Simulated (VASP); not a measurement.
Set up this calculation in VASP 6.6.1, as the native input.

```yaml
Task: single point
Functional: PBE
Potentials_or_basis: VASP PAW PBE potentials, release 64 (Te, Pb_d)
Cutoff: 520 eV
k_mesh: 8 × 8 × 8
Occupations: gaussian, width 0.05 eV
Spin: no spin polarisation
Dipole_correction: no
Further_INCAR_settings: ALGO = Fast; EDIFF = 1e-07; NBANDS = 17
```

The structure of TePb lies in POSCAR:

```
TePb
1.0
    0.0000000000      3.3883500000      3.3076750000
    3.3883500000      0.0000000000      3.3076750000
    3.3883500000      3.3883500000      0.0000000000
Te Pb
1 1
Direct
    0.5000000000      0.5000000000      0.5000000000
    0.0000000000      0.0000000000      0.0000000000
```

The cell isn't the ideal one: strain +0.050 along x and y, +0.025 along z, atoms carried along.

These files were run (other wordings do the same):

INCAR

```
ALGO     = Fast           # electronic algorithm
EDIFF    = 1E-7           # SCF threshold, eV
ENCUT    = 520            # plane-wave cutoff, eV
GGA      = PE             # functional
ISIF     = 2              # what is computed and relaxed
ISMEAR   = 0              # smearing method
LASPH    = T              # aspherical terms in the spheres
LCHARG   = T              # write CHGCAR
LELF     = T              # ELF
LREAL    = F              # projectors in reciprocal space
LVHAR    = T            
LWAVE    = F              # write WAVECAR
NBANDS   = 17             # bands
NELM     = 100            # most SCF steps
PREC     = Accurate       # precision mode
SIGMA    = 0.05           # smearing width, eV
```

KPOINTS

```
k-points
0
Gamma
  8 8 8
```

Potentials or basis: VASP PAW PBE potentials, release 64 (Te, Pb_d).

Launch:

```sh
$ cat potpaw_PBE.64/Te/POTCAR potpaw_PBE.64/Pb_d/POTCAR > POTCAR
$ mpirun -np 1 vasp_std > vasp.out
```

Results of the run:

```yaml
Pressure: -2.3 GPa
Band_gap_on_the_k_mesh: 0.92 eV, direct
```

Caveat: spin-orbit coupling is left out, which as a rule narrows the gap of such compounds by several tenths of an eV.

It took 71 s on 1 thread of Intel(R) Xeon(R) Platinum 8259CL CPU @ 2.50GHz (Skylake/Cascade Lake) (shared host), peak memory 0.25 GiB.
